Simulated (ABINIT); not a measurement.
Runs of ABINIT 10.8.3 (patched build) on SnSe. Symmetry: Fm-3m, No. 225, cubic system. Conventional cell: a = 6.020 Å, b = 6.020 Å, c = 6.020 Å, α = 90.00°, β = 90.00°, γ = 90.00°. Sn (site symmetry m-3m) is surrounded by 6 Se at 3.01 Å. Se (site symmetry m-3m) is surrounded by 6 Sn at 3.01 Å. Measurements of this composition are mostly on another form, of space group No. 62.

```tsv
task	potentials or basis	k mesh	cutoff (eV)	smearing	fine-grid cutoff	bands in the sums	broadening (eV)	scissor shift (eV)	tensor components	mesh quality	gap on the mesh (eV)	pressure (GPa)
positron lifetime	JTH PAW LDA v2.0	6 × 6 × 6	435	fermi-dirac 0.05 eV	870.764 eV	-	-	-	-	not flagged	0.61	-
single point	JTH PAW LDA v2.0	6 × 6 × 6	435	fermi-dirac 0.05 eV	870.764 eV	-	-	-	-	not flagged	0.61	-
single point	PseudoDojo NC SR LDA v0.4 stringent	6 × 6 × 6	1306	fermi-dirac 0.05 eV	-	-	-	-	-	not flagged	0.60	-4.7
single point	PseudoDojo NC SR LDA v0.4.1 standard	6 × 6 × 6	1088	fermi-dirac 0.05 eV	-	-	-	-	-	not flagged	0.60	-3.8
optical spectrum	PseudoDojo NC SR LDA v0.4 stringent	6 × 6 × 6, with 4 shifts	1306	fixed	-	35	0.2	0	[11]	not flagged	-	(a)
```

Alike in all rows: level LDA; no spin polarisation; cell as given.

Question: Estimate the missing entries.

Answer: (a) -4.2.

Caveats: spin-orbit coupling is left out, which moves the levels of the heavy elements (some runs); the PAW basis is incomplete for the positron (some runs); spectra need much finer meshes, so this one isn't converged (some runs); independent-particle spectra lack excitons (some runs).

A k mesh can miss the band edges, and the runs leave out spin-orbit coupling on Se, Sn.

The runs don't all hold the same shells in valence.
